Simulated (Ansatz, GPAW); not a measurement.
## butane-1,4-dithiol between two Ag chains: relaxation, then transmission at several levels

How well does butane-1,4-dithiol between two Ag chains conduct once its atoms have relaxed, and how much do cheaper levels lose?

Method: Ansatz plane waves; relaxation of the junction with the lead ends held, in the first sound run; inputs show where later runs differ, in GPAW 26.7.0 and Ansatz 0.2.0.

Report form: the programs' logs are mostly left out.

## (1) Starting point

The cell holds 28 atoms: 14 Ag, 2 S, 8 H and 4 C. Cell: a = 11.016 Å, b = 9.385 Å, c = 43.659 Å, α = 90.0°, β = 90.0°, γ = 90.0°. Regions: left lead, 7 atoms (7 Ag); channel, 14 atoms (2 S, 8 H and 4 C); right lead, 7 atoms (7 Ag). Vacuum lies along a and b. The structure is stacked along c, and the current runs across the ab planes.

## (2) Relaxing the atoms

Transmission follows bond lengths closely, so the atoms between the held lead ends are relaxed first, from a slightly shaken start that lets symmetry break.

input.yaml

```yaml
crystal:
  lattice:
    - [11.0159106906, 0.0, 0.0]
    - [0.0, 9.3853258477, 0.0]
    - [0.0, 0.0, 43.6586957939]
  atoms:
    - { symbol: Ag, position: [0.5, 0.5, 0.0304635761] }
    - { symbol: Ag, position: [0.5, 0.5, 0.0913907282] }
    - { symbol: Ag, position: [0.5, 0.5, 0.1523178803] }
    - { symbol: Ag, position: [0.5, 0.5, 0.2132450324] }
    - { symbol: Ag, position: [0.5, 0.5, 0.2741721845] }
    - { symbol: Ag, position: [0.4967133462, 0.5004198829, 0.3349406074] }
    - { symbol: Ag, position: [0.4985723878, 0.5009312546, 0.3966644233] }
    - { symbol: S, position: [0.3513768276, 0.4121039071, 0.4336003103] }
[... 16 atom lines left out ...]
    - { symbol: Ag, position: [0.5, 0.5, 0.7867549676] }
    - { symbol: Ag, position: [0.5, 0.5, 0.8476821197] }
    - { symbol: Ag, position: [0.5, 0.5, 0.9086092718] }
    - { symbol: Ag, position: [0.5, 0.5, 0.9695364239] }
kpoints:
  mp_grid: { grid: [1, 1, 2] }
hamiltonian:
  xc: pbe
scf:
  occupations: { method: fermi_dirac, width: 0.1 }
relax:
  f_tol: 0.03
  max_steps: 80
  constraints: [{ sites: [0, 1, 2, 3, 4, 23, 24, 25, 26, 27] }]
```

Run with:

```console
$ ansatz run input.yaml --threads 4 --pin off --max-ram 8192MiB --backend cpu --events-out ev --progress --plain --runs-dir out
```

The job ended after 6.4 min (4 threads of Intel Xeon Platinum 8488C (Sapphire Rapids), shared host; peak memory 7 GiB; 25 min of CPU time).

Relaxation path (22 of 24):

| step | energy less that of the first step (eV) | largest force component (eV/Å) |
| --- | --- | --- |
| 1 | 0.0000 | 4.2750 |
| 2 | -0.6391 | 1.6494 |
| 3 | -0.7962 | 0.3144 |
| 4 | -0.8495 | 0.2342 |
| 5 | -0.8980 | 0.1803 |
| 6 | -0.9409 | 0.0750 |
| 8 | -1.0140 | 0.1066 |
| 9 | -1.0420 | 0.1406 |
| 10 | -1.0581 | 0.2650 |
| 11 | -1.0908 | 0.2569 |
| 12 | -1.1327 | 0.2220 |
| 13 | -1.1683 | 0.1817 |
| 14 | -1.1949 | 0.1418 |
| 15 | -1.2151 | 0.1811 |
| 16 | -1.2345 | 0.1343 |
| 17 | -1.2449 | 0.2217 |
| 19 | -1.2572 | 0.0801 |
| 20 | -1.2594 | 0.0133 |
| 21 | -1.2594 | 0.0133 |
| 22 | -1.2601 | 0.0186 |
| 23 | -1.2605 | 0.0277 |
| 24 | -1.2607 | 0.0229 |

The atoms that moved most (Å):

| atom | dx | dy | dz | length |
| --- | --- | --- | --- | --- |
| S21 | -2.094 | 0.350 | 0.324 | 2.148 |
| S8 | 2.056 | -0.270 | -0.353 | 2.104 |
| H9 | 1.927 | -0.142 | -0.559 | 2.012 |
| H20 | -1.889 | 0.086 | 0.561 | 1.973 |
| H17 | -1.108 | -0.525 | 1.386 | 1.851 |
| H12 | 1.059 | 0.516 | -1.401 | 1.831 |
| Ag23 | 1.462 | 0.137 | 0.491 | 1.549 |
| C19 | -1.318 | -0.045 | 0.691 | 1.489 |

The relaxed structure:

```cif
data_structure
_symmetry_space_group_name_H-M 'P 1'
_symmetry_Int_Tables_number 1
_cell_length_a 11.0159
_cell_length_b 9.3853
_cell_length_c 43.6587
_cell_angle_alpha 90.000
_cell_angle_beta 90.000
_cell_angle_gamma 90.000
_cell_volume 4513.78
loop_
_atom_site_label
_atom_site_type_symbol
_atom_site_fract_x
_atom_site_fract_y
_atom_site_fract_z
_atom_site_occupancy
Ag1 Ag 0.50000 0.50000 0.03046 1
Ag2 Ag 0.50000 0.50000 0.09139 1
Ag3 Ag 0.50000 0.50000 0.15232 1
Ag4 Ag 0.50000 0.50000 0.21325 1
Ag5 Ag 0.50000 0.50000 0.27417 1
Ag6 Ag 0.36993 0.48592 0.32510 1
Ag7 Ag 0.50604 0.47389 0.37594 1
S8 S 0.53803 0.38332 0.42552 1
H9 H 0.54650 0.61097 0.45205 1
C10 C 0.49418 0.51234 0.45517 1
H11 H 0.61382 0.41941 0.48897 1
H12 H 0.39758 0.53862 0.45233 1
C13 C 0.51724 0.44849 0.48702 1
H14 H 0.46549 0.34859 0.48922 1
H15 H 0.53434 0.65095 0.51091 1
C16 C 0.48260 0.55105 0.51312 1
H17 H 0.60231 0.46093 0.54780 1
H18 H 0.38602 0.58011 0.51117 1
C19 C 0.50570 0.48725 0.54497 1
H20 H 0.45336 0.38864 0.54810 1
S21 S 0.46198 0.61630 0.57462 1
Ag22 Ag 0.49414 0.52602 0.62424 1
Ag23 Ag 0.63067 0.51340 0.67499 1
Ag24 Ag 0.50000 0.50000 0.72583 1
Ag25 Ag 0.50000 0.50000 0.78675 1
Ag26 Ag 0.50000 0.50000 0.84768 1
Ag27 Ag 0.50000 0.50000 0.90861 1
Ag28 Ag 0.50000 0.50000 0.96954 1
```

This step gave:

* free energy: -109185.4017 eV
* smearing term TS: 0.3037 eV
* symmetry operations: 1

The relaxation lowered the energy of the cell by 1.26 eV.

## (3) Plane-wave reference (PBE)

Plane waves give the reference curve, free of the bias of atom-centred orbitals.

This step: Ansatz plane waves; Landauer transmission by layers, zero bias (Ansatz 0.2.0).

input.yaml

```yaml
crystal:
  lattice:
    - [11.0159106906, 0.0, 0.0]
    - [0.0, 9.3853258477, 0.0]
    - [0.0, 0.0, 43.6586957939]
  atoms:
    - { symbol: Ag, position: [0.5, 0.5, 0.0304635761] }
    - { symbol: Ag, position: [0.5, 0.5, 0.0913907282] }
    - { symbol: Ag, position: [0.5, 0.5, 0.1523178803] }
    - { symbol: Ag, position: [0.5, 0.5, 0.2132450324] }
    - { symbol: Ag, position: [0.5, 0.5, 0.2741721845] }
    - { symbol: Ag, position: [0.3699343918, 0.4859157868, 0.325102136] }
    - { symbol: Ag, position: [0.5060440523, 0.4738915343, 0.3759395835] }
    - { symbol: S, position: [0.5380321656, 0.3833153675, 0.4255249523] }
[... 16 atom lines left out ...]
    - { symbol: Ag, position: [0.5, 0.5, 0.7867549676] }
    - { symbol: Ag, position: [0.5, 0.5, 0.8476821197] }
    - { symbol: Ag, position: [0.5, 0.5, 0.9086092718] }
    - { symbol: Ag, position: [0.5, 0.5, 0.9695364239] }
kpoints:
  mp_grid: { grid: [1, 1, 2] }
hamiltonian:
  xc: pbe
scf:
  occupations: { method: fermi_dirac, width: 0.1 }
output:
  transmission:
    leads: [[0, 1]]
    e_range: [-2, 2]
    de: 0.025
    kmesh: [1, 1]
    reduced_basis: true
  write_potential: true
  write_density: true
  volumetric_format: npy
  elf: true
```

Wall time 40 min (4 threads); peak memory 6.7 GiB.

Numbers from this step:

| Property | Result |
| --- | --- |
| free energy | -109185.4018 eV |
| lead level | 0 eV from the Fermi level |
| transmission at the Fermi level (one spin) | 0.008354 |
| open channels of the lead at the Fermi level (one spin) | 1 |
| step of the potential along the lead | 8.4 meV |
| offset of the lead | 0 Å |
| filling of the lead less its bulk value, in size | 22.4 meV |
| conductance | 0.008239 G₀ |

One spin. Table of transmission, zone mean by energy, zero at the Fermi level:

| energy (eV) | transmission, zone mean |
| --- | --- |
| -2.000 | 4.1e-5 |
| -1.800 | 1.7e-8 |
| -1.600 | 0 |
| -1.400 | 0 |
| -1.200 | 0 |
| -1.000 | 0.0523 |
| -0.875 | 0.513 |
| -0.800 | 0.352 |
| -0.600 | 0.0535 |
| -0.400 | 0.0195 |
| -0.225 | 0.100 |
| -0.200 | 0.00427 |
| 0.000 | 0.00835 |
| 0.200 | 0.00533 |
| 0.400 | 0.00337 |
| 0.600 | 0.00233 |
| 0.800 | 0.00176 |
| 1.000 | 0.00143 |
| 1.200 | 0.00125 |
| 1.400 | 0.00117 |
| 1.600 | 0.00123 |
| 1.800 | 0.00151 |
| 2.000 | 0.00247 |

One spin. Table of open channels, zone mean by energy, zero at the Fermi level:

| energy (eV) | open channels, zone mean |
| --- | --- |
| -2.000 | 3 |
| -1.800 | 1 |
| -1.600 | 0 |
| -1.400 | 0 |
| -1.200 | 0 |
| -1.000 | 1 |
| -0.800 | 1 |
| -0.600 | 1 |
| -0.400 | 1 |
| -0.200 | 1 |
| 0.000 | 1 |
| 0.200 | 1 |
| 0.400 | 1 |
| 0.600 | 1 |
| 0.800 | 1 |
| 1.000 | 1 |
| 1.200 | 1 |
| 1.400 | 1 |
| 1.600 | 1 |
| 1.800 | 1 |
| 2.000 | 1 |

Crystal 0, spin -, k parallel (0, 0); distinct values, listed up to 1.5 1/Å. Im kz of the slowest decaying states against energy, zero at the Fermi level:

| energy (eV) | decay 1 (Å⁻¹) | decay 2 (Å⁻¹) | decay 3 (Å⁻¹) | decay 4 (Å⁻¹) |
| --- | --- | --- | --- | --- |
| -2.0000 | 0.582 | 0.779 | 1.32 | 1.34 |
| -1.7500 | 0.0644 | 0.224 | 0.224 | 0.490 |
| -1.5000 | 0.255 | 0.315 | 0.315 | 0.379 |
| -1.2500 | 0.223 | 0.355 | 0.375 | 0.375 |
| -1.0000 | 0.417 | 0.417 | 0.433 | 1.10 |
| -0.7500 | 0.449 | 0.449 | 0.498 | 1.14 |
| -0.5000 | 0.472 | 0.472 | 0.555 | 1.18 |
| -0.2500 | 0.488 | 0.489 | 0.604 | 1.15 |
| 0.0000 | 0.499 | 0.500 | 0.647 | 1.12 |
| 0.2500 | 0.505 | 0.505 | 0.685 | 1.09 |
| 0.5000 | 0.505 | 0.506 | 0.719 | 1.05 |
| 0.7500 | 0.501 | 0.502 | 0.749 | 1.02 |
| 1.0000 | 0.491 | 0.493 | 0.776 | 0.988 |
| 1.2500 | 0.477 | 0.479 | 0.800 | 0.954 |
| 1.5000 | 0.457 | 0.460 | 0.822 | 0.918 |
| 1.7500 | 0.431 | 0.435 | 0.841 | 0.880 |
| 2.0000 | 0.398 | 0.404 | 0.841 | 0.859 |

Crystal 0, spin -, k parallel (0, 0). Table of Re kz of states that move upwards by energy, zero at the Fermi level:

| energy (eV) | channel 1 (Å⁻¹) | channel 2 (Å⁻¹) | channel 3 (Å⁻¹) |
| --- | --- | --- | --- |
| -2.000 | -0.0943 | -0.0942 | 0.944 |
| -1.900 | 1.00 | - | - |
| -1.800 | 1.09 | - | - |
| -1.700 | - | - | - |
| -1.600 | - | - | - |
| -1.500 | - | - | - |
| -1.400 | - | - | - |
| -1.300 | - | - | - |
| -1.200 | - | - | - |
| -1.100 | 0.0725 | - | - |
| -1.000 | 0.202 | - | - |
| -0.900 | 0.275 | - | - |
| -0.800 | 0.332 | - | - |
| -0.700 | 0.379 | - | - |
| -0.600 | 0.419 | - | - |
| -0.500 | 0.456 | - | - |
| -0.400 | 0.488 | - | - |
| -0.300 | 0.518 | - | - |
| -0.200 | 0.546 | - | - |
| -0.100 | 0.572 | - | - |
| 0.000 | 0.596 | - | - |
| 0.100 | 0.619 | - | - |
| 0.200 | 0.640 | - | - |
| 0.300 | 0.660 | - | - |
| 0.400 | 0.680 | - | - |
| 0.500 | 0.698 | - | - |
| 0.600 | 0.716 | - | - |
| 0.700 | 0.733 | - | - |
| 0.800 | 0.750 | - | - |
| 0.900 | 0.766 | - | - |
| 1.000 | 0.781 | - | - |
| 1.100 | 0.796 | - | - |
| 1.200 | 0.811 | - | - |
| 1.300 | 0.825 | - | - |
| 1.400 | 0.839 | - | - |
| 1.500 | 0.853 | - | - |
| 1.600 | 0.866 | - | - |
| 1.700 | 0.879 | - | - |
| 1.800 | 0.892 | - | - |
| 1.900 | 0.905 | - | - |
| 2.000 | 0.917 | - | - |

The electrostatic potential energy of an electron (with the applied field's), less the Fermi level, planar mean oscillates, so the rows of the table below give means over windows of 2 Å about each position, cut where the curve ends. Its first 14 maxima inside the range that stand out by 2 % of the span (Å: eV): 2.6: 4.86, 5.4: 4.84, 8.0: 4.84, 10.6: 4.77, 13.1: 4.54, 15.3: 4.56, 17.6: 4.93, 19.2: 4.44, 20.5: 4.74, 21.8: 4.35, 23.1: 4.74, 24.4: 4.44, 26.0: 4.93, 28.4: 4.56. Its first 14 minima: 1.3: 3.86, 3.9: 3.86, 6.7: 3.83, 9.3: 3.81, 11.9: 3.71, 14.3: 3.73, 16.3: 3.85, 18.6: 4.24, 19.8: 3.80, 21.4: 3.75, 22.3: 3.76, 23.9: 3.80, 25.0: 4.24, 27.4: 3.85.

The electrostatic potential energy of an electron (with the applied field's), less the Fermi level, planar mean by z; means over each step:

| z (Å) | electrostatic potential energy of an electron (with the applied field's), less the Fermi level, planar mean (eV) |
| --- | --- |
| 0 | 4.53 |
| 2 | 4.38 |
| 4 | 4.23 |
| 6 | 4.35 |
| 8 | 4.51 |
| 10 | 4.32 |
| 12 | 4.08 |
| 14 | 4.08 |
| 16 | 4.19 |
| 18 | 4.54 |
| 20 | 4.32 |
| 22 | 4.07 |
| 24 | 4.29 |
| 26 | 4.52 |
| 28 | 4.19 |
| 30 | 4.11 |
| 32 | 4.13 |
| 34 | 4.22 |
| 36 | 4.47 |
| 38 | 4.47 |
| 40 | 4.27 |
| 42 | 4.27 |

The valence density, planar mean oscillates, so the rows of the table below give means over windows of 2 Å about each position, cut where the curve ends. Its first 14 maxima inside the range that stand out by 2 % of the span (Å: e/Å³): 1.3: 0.184, 3.9: 0.182, 6.7: 0.183, 9.3: 0.184, 11.9: 0.183, 14.3: 0.182, 16.4: 0.184, 19.8: 0.0570, 21.4: 0.0574, 22.3: 0.0573, 23.9: 0.0569, 27.2: 0.183, 29.4: 0.182, 31.7: 0.183. Its first 14 minima: 2.6: 0.00886, 5.4: 0.00887, 8.0: 0.00889, 10.6: 0.00875, 13.1: 0.0155, 15.3: 0.0150, 17.5: 0.0173, 20.5: 0.0288, 21.8: 0.0477, 23.1: 0.0287, 26.2: 0.0172, 28.4: 0.0151, 30.6: 0.0156, 33.0: 0.00875.

The valence density, planar mean by z; means over each step:

| z (Å) | valence density, planar mean (e/Å³) |
| --- | --- |
| 0 | 0.0388 |
| 2 | 0.0743 |
| 4 | 0.0885 |
| 6 | 0.0753 |
| 8 | 0.0390 |
| 10 | 0.0731 |
| 12 | 0.0891 |
| 14 | 0.0896 |
| 16 | 0.0866 |
| 18 | 0.0314 |
| 20 | 0.0424 |
| 22 | 0.0489 |
| 24 | 0.0432 |
| 26 | 0.0416 |
| 28 | 0.0786 |
| 30 | 0.0848 |
| 32 | 0.0868 |
| 34 | 0.0858 |
| 36 | 0.0514 |
| 38 | 0.0524 |
| 40 | 0.0863 |
| 42 | 0.0861 |

Valence density in the cb plane at fractional x = 0.483, with atoms of Ag and C and H within 0.2 Å of it. It is the smooth field of the valence electrons, not physical close to the nuclei.

Ten steps, logarithmic in the rise over the least value, from '0' (0 e/Å³) to '9' (15 e/Å³), each cell a mean:
```
00000000000000000000000000000000000000000000
00000000000000000000000000000000000000000000
00000000000000000000000000000000000000000000
00000000000000000000000000000000000000000000
00000000000000000000000000000000000000000000
00000000000000000000001111000000000000000000
00000000000000001000012332100000000000000000
00000000000000122210123443211110000000000000
00000000122100134321134444322332100000001111
22100001333211245432234434335775210000013443
65310012454322355544444444347997410000136886
98521123455444455555554332248998411001147998
98632233445445543345553211136886310000137997
87433344333345532124543100013443100000124665
54223444321245531013442000001111000000012232
21123443210134421001221000000000000000000000
00012332100012210000000000000000000000000000
00001111000000000000000000000000000000000000
00000000000000000000000000000000000000000000
00000000000000000000000000000000000000000000
00000000000000000000000000000000000000000000
00000000000000000000000000000000000000000000
00000000000000000000000000000000000000000000
00000000000000000000000000000000000000000000
```
Columns run along c (16.0 Å, from fractional 0.38 to 0.74 of the cell), rows up along b (9.4 Å). Atoms in or near the plane, at fractional coordinates: C at (0.46, 0.51), H at (0.49, 0.35), C at (0.51, 0.55), Ag at (0.62, 0.53), Ag at (0.73, 0.50).

ELF in the cb plane at fractional x = 0.483, with atoms of Ag and C and H within 0.2 Å of it. It is the smooth field of the valence electrons, not physical close to the nuclei.

Ten even steps from '0' (0.00) to '9' (0.99), each cell a mean:
```
00000000000000000000000000000000000000000000
00000000000000000000000000000000000000000000
00000000000000000000001110000000000000000000
00000000000000000000023321000000000000000000
00000000000000011000146653100000000000000000
00000000110000244200268886310000000000000000
00000001332000377610279998520111000011001111
11100002564100488730278888631121110111111111
11110003676200478741267437732232111121111221
22210003676311355553467327723554211222112332
44211113544543651277688767525775211222124554
65323335512776884597367656325775211222125775
76325667745874786576465323224554111222125665
65237777755666763247996201122332111222123443
33258877631389972038998300112211111221112222
21258998730399983028998300011110001111111111
11147999730289993006897200000000000111111111
00136888730059972002564100000000000000000000
00014677620015641000121000000000000000000000
00001345310001210000000000000000000000000000
00000122100000000000000000000000000000000000
00000000000000000000000000000000000000000000
00000000000000000000000000000000000000000000
00000000000000000000000000000000000000000000
```
Columns run along c (16.0 Å, from fractional 0.38 to 0.74 of the cell), rows up along b (9.4 Å). Atoms in or near the plane, at fractional coordinates: C at (0.46, 0.51), H at (0.49, 0.35), C at (0.51, 0.55), Ag at (0.62, 0.53), Ag at (0.73, 0.50).

Electrostatic potential energy in the cb plane at fractional x = 0.483, with atoms of Ag and C and H within 0.2 Å of it. With pseudopotentials it is smooth inside the atoms' cores, unlike the true potential.

Ten even steps from '0' (-40 eV) to '9' (2 eV), each cell a mean:
```
99999999999999999999999999999999999999999999
99999999999999999999999999999999999999999999
99999999999999999999999999999999999999999999
99999999999999999999999999999999999999999999
99999999999999999999999999999999999999999999
99999999999999999999999999999999999999999999
99999999999999999987899999999999999999999999
99999999999899999621379999999999999999999999
99999999998678998300048876789999999988899999
99986689985014887300047522368999999865578987
99851048872002644521377300037999998520147863
99830026554004300477887200037999998300026851
77751144015667300589998521258999998410037862
43477774016898633799999865689999998742368875
20268997437999864899999998899999999887789998
43479998318999988999999999999999999999999999
87899999779999999999999999999999999999999999
99999999999999999999999999999999999999999999
99999999999999999999999999999999999999999999
99999999999999999999999999999999999999999999
99999999999999999999999999999999999999999999
99999999999999999999999999999999999999999999
99999999999999999999999999999999999999999999
99999999999999999999999999999999999999999999
```
Columns run along c (16.0 Å, from fractional 0.42 to 0.78 of the cell; values clipped at the 3rd and 97th percentile), rows up along b (9.4 Å). Atoms in or near the plane, at fractional coordinates: C at (0.46, 0.51), H at (0.49, 0.35), C at (0.51, 0.55), Ag at (0.62, 0.53), Ag at (0.73, 0.50).

T at the Fermi level is 0.00835 of 1 open channels a spin.

[end of part 1 of 3]

[Logs are printed without paths, hosts, clocks, repeated set-up lines and the standing remarks that a program may print on its own settings, such as how far it seeks lower states.]

[Hosts, paths, dates, database ids (printed as entryN), source tags and the programs' standing remarks are cut or masked in the printed files.]
